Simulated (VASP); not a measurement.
# W in VASP: work function with PBE

Aim: the work function of W with PBE.

Program: VASP 6.6.1. These are calculated values, not measurements. Logs are shortened: lines on timing, memory, paths and dates and some standing lists are left out, and cuts for length are marked.

### 1 The slab as given

The cell holds a slab with vacuum, 1 atom: a = 2.866 Å, b = 2.866 Å, c = 19.879 Å, α = 90.00°, β = 90.00°, γ = 109.47°.

The cell was built by a generator and needn't be a form met in nature.

### 2 Work function, PBE

File INCAR:

```
SYSTEM = W
PREC = Accurate
ENCUT = 520
EDIFF = 1E-7
ISMEAR = 1
SIGMA = 0.1
LREAL = .FALSE.
LASPH = .TRUE.
NELM = 80
ALGO = Normal
ISIF = 2
LWAVE = .FALSE.
LCHARG = .TRUE.
LDIPOL = .TRUE.
IDIPOL = 3
DIPOL = 0.5 0.5 0.500
GGA = PE
LELF = .TRUE.
LVHAR = .TRUE.
LVACPOTAV = .TRUE.
```

File KPOINTS:

```
Automatic mesh
0
G
  12 12 1
  0 0 0
```

File POSCAR:

```
W                                       
1.0
    2.8655568500      0.0000000000      0.0000000000
   -0.9551856200      2.7016728600      0.0000000000
    0.0000000000      0.0000000000     19.8794566000
  W             
     1
Direct
     0.0000000000000000    0.0000000000000000    0.5000000000000000
```

Potentials or basis: VASP PAW PBE potentials, release 64 (W_sv).

Started as:

```
$ cat potpaw_PBE.64/W_sv/POTCAR > POTCAR
$ mpirun -np 1 vasp_std > vasp.out
```

OUTCAR:

```text
SYSTEM = W
   PREC = Accurate
   ENCUT = 520
   EDIFF = 1E-7
   ISMEAR = 1
   LREAL = .FALSE.
   LASPH = .TRUE.
   NELM = 80
   ISIF = 2
   GGA = PE

 ion  position               nearest neighbor table
   1  0.000  0.000  0.500-

  LATTYP: Found a base centered orthorhombic cell.
 ALAT       =     3.3088599969
 B/A-ratio  =     1.4142135723
 C/A-ratio  =     6.0079473350

  Lattice vectors:

 A1 = (   2.8655568500,   0.0000000000,   0.0000000000)
 A2 = (  -0.9551856200,   2.7016728600,   0.0000000000)
 A3 = (   0.0000000000,   0.0000000000,  19.8794566000)

Analysis of symmetry for initial positions (statically):
=====================================================================
 Subroutine PRICEL returns:
 Original cell was already a primitive cell.

 Routine SETGRP: Setting up the symmetry group for a
 base centered orthorhombic supercell.

 Subroutine GETGRP returns: Found  8 space group operations
 (whereof  8 operations were pure point group operations)
 out of a pool of  8 trial point group operations.

The static configuration has the point symmetry D_2h.

Analysis of symmetry for dynamics (positions and initial velocities):
=====================================================================
 Subroutine PRICEL returns:
 Original cell was already a primitive cell.

 Routine SETGRP: Setting up the symmetry group for a
 base centered orthorhombic supercell.

 Subroutine GETGRP returns: Found  8 space group operations
 (whereof  8 operations were pure point group operations)
 out of a pool of  8 trial point group operations.

The dynamic configuration has the point symmetry D_2h.

 Subroutine INISYM returns: Found  8 space group operations
 (whereof  8 operations are pure point group operations),
 and found     1 'primitive' translations

----------------------------------------------------------------------------------------

                                     Primitive cell

  volume of cell :     153.9027

  direct lattice vectors                    reciprocal lattice vectors
     2.865556850  0.000000000  0.000000000     0.348972312  0.123380347  0.000000000
    -0.955185620  2.701672860  0.000000000     0.000000000  0.370141039  0.000000000
     0.000000000  0.000000000 19.879456600     0.000000000  0.000000000  0.050303186

  length of vectors
[... 88 lines left out ...]
   POTIM  = 0.5000    time-step for ionic-motion
   TEBEG  =    0.0;   TEEND  =   0.0 temperature during run
   PSTRESS=    0.0 pullay stress
   NELECT =      14.0000    total number of electrons
   NUPDOWN=      -1.0000    fix difference up-down
   EMIN   =  10.00;   EMAX   =-10.00  energy-range for DOS
   EFERMI =   0.00;   METHOD = LEGACY
   ISMEAR =     1;   SIGMA  =   0.10  broadening in eV -4-tet -1-fermi 0-gaus
   EFERMI_NEDOS =   21; number of points for ismear=-14 and -15
   IALGO  =     38    algorithm
   IMIX   =      4    mixing-type and parameters
     AMIX     =   0.40;   BMIX     =  1.00
     AMIX_MAG =   1.60;   BMIX_MAG =  1.00
  volume/ion in A,a.u.               =     153.90      1038.59
  Fermi-wavevector in a.u.,A,eV,Ry     =   0.736267  1.391343  7.375572  0.542089
  Thomas-Fermi vector in A             =   1.829665
   LORBIT       =      0    0 simple, 1 ext, 2 COOP (PROOUT), +10 PAW based schemes
   GGA     = PE    functional components
   LHFCALC =     F    Hartree Fock is set to
   AEXX    =    0.0000 exact exchange contribution
   IVDW    =     0    specifies the selected vdW correction
   LEPSILON=     F    determine dielectric tensor
   LRPA    =     F    only Hartree local field effects (RPA)
 non-spin polarized calculation
 Methfessel and Paxton  Order N= 1 SIGMA  =   0.10
  energy-cutoff  :      520.00
  volume of cell :      153.90
 maximum number of plane-waves:      4176
 NGX is ok and might be reduce to    24
   NGX = 11   NGY = 11   NGZ = 73

 number of electron      13.9999999 magnetization

 dipolmoment           0.000000      0.000000     -0.000000 electrons x Angstroem

 Free energy of the ion-electron system (eV)
  ---------------------------------------------------
  ext. energy  EPLUGINS =         0.00000000
  ---------------------------------------------------
  free energy    TOTEN  =        -9.11854145 eV

  energy without entropy =       -9.11754088  energy(sigma->0) =       -9.11820793

 E-fermi :  -3.4101     XC(G=0):  -2.5534

 val. band max:       -3.4162093652   @ k =  -0.1667   0.0833   0.0000
 cond. band min:      -3.4027587326   @ k =  -0.3333   0.3333   0.0000
 fundamental gap:      0.0134506326
 Fermi energy:        -3.4101072905

 k-point     1 :       0.0000    0.0000    0.0000
  band No.  band energies     occupation
      1     -77.7054      2.00000
      2     -42.0804      2.00000
      3     -41.4742      2.00000
      4     -41.2571      2.00000
      5      -9.1117      2.00000
      6      -4.9716      2.00000
      7      -4.4882      2.00000
      8      -2.6340     -0.00000
      9      -1.4353     -0.00000
     10      -1.3727      0.00000
     11      -0.8252      0.00000
[... 309 lines left out ...]
 k-point    24 :      -0.4167    0.1667    0.0000
  band No.  band energies     occupation
      1     -77.6663      2.00000
      2     -42.0113      2.00000
      3     -41.8770      2.00000
      4     -41.4908      2.00000
      5      -5.5976      2.00000
      6      -4.8203      2.00000
      7      -4.6196      2.00000
      8      -3.1176     -0.00028
      9      -2.0989     -0.00000
     10       0.3309      0.00000
     11       2.2192      0.00000

 [... further k-points ...]

------------------------ aborting loop because EDIFF is reached ----------------------------------------

  FORCE on cell =-STRESS in cart. coord.  units (eV):
  Direction    XX          YY          ZZ          XY          YZ          ZX
  --------------------------------------------------------------------------------------
  -------------------------------------------------------------------------------------
  Total       -7.5151106     -7.5783647     -0.0089258     -0.0894552      0.0000000      0.0000000
  in kB      -78.2347428    -78.8932388     -0.0929204     -0.9312577      0.0000000      0.0000000
  external PRESSURE =     -52.4069673 kB  Pullay stress =       0.0000000 kB

 VOLUME and BASIS-vectors are now :
 -----------------------------------------------------------------------------
  energy-cutoff  :      520.00
  volume of cell :      153.90
      direct lattice vectors                 reciprocal lattice vectors
     2.865556850  0.000000000  0.000000000     0.348972312  0.123380347  0.000000000
    -0.955185620  2.701672860  0.000000000     0.000000000  0.370141039  0.000000000
     0.000000000  0.000000000 19.879456600     0.000000000  0.000000000  0.050303186

 POSITION                                       TOTAL-FORCE (eV/Angst)
 -----------------------------------------------------------------------------------
      0.00000      0.00000      9.93973        -0.000000      0.000000      0.000000
 -----------------------------------------------------------------------------------
    total drift:                                0.000000      0.000000     -0.000000

  FREE ENERGIE OF THE ION-ELECTRON SYSTEM (eV)
  ---------------------------------------------------
  free  energy   TOTEN  =        -9.1185414510 eV

  energy  without entropy=       -9.1175408758  energy(sigma->0) =       -9.11820793

 vacuum level on the upper side and lower side of the slab         1.836         1.836
```

stdout:

```text
POSCAR found type information on POSCAR W
 POSCAR found :  1 types and       1 ions
 scaLAPACK will be used
 LDA part: xc-table for (Slater+PW92), standard interpolation
 POSCAR, INCAR and KPOINTS ok, starting setup
 FFT: planning ... GRIDC
 FFT: planning ... GRID_SOFT
 FFT: planning ... GRID
 WAVECAR not read
 entering main loop
 -----------------------------------------------------------------------------
|                                                                             |
|           W    W    AA    RRRRR   N    N  II  N    N   GGGG   !!!           |
|           W    W   A  A   R    R  NN   N  II  NN   N  G    G  !!!           |
|           W    W  A    A  R    R  N N  N  II  N N  N  G       !!!           |
|           W WW W  AAAAAA  RRRRR   N  N N  II  N  N N  G  GGG   !            |
|           WW  WW  A    A  R   R   N   NN  II  N   NN  G    G                |
|           W    W  A    A  R    R  N    N  II  N    N   GGGG   !!!           |
|                                                                             |
|     Did not find any points to average over, which means that no vacuum     |
|     field-free region was found. Please increase the size of  your cell     |
|     in the dimension of the dipole correction to obtain accurate            |
|     workfunction values.                                                    |
|                                                                             |
 -----------------------------------------------------------------------------
```

It took 43 s on 1 thread of Intel Xeon 6975P-C (Granite Rapids), shared host; peak memory 0.3 GiB.

Results:

| Item | Value |
| --- | --- |
| Free energy | -9.1185 eV |
| Band gap on the k mesh | none (metal or under the smearing width) |
| Work function of the upper face | 5.25 eV |
| Work function of the lower face | 5.25 eV |
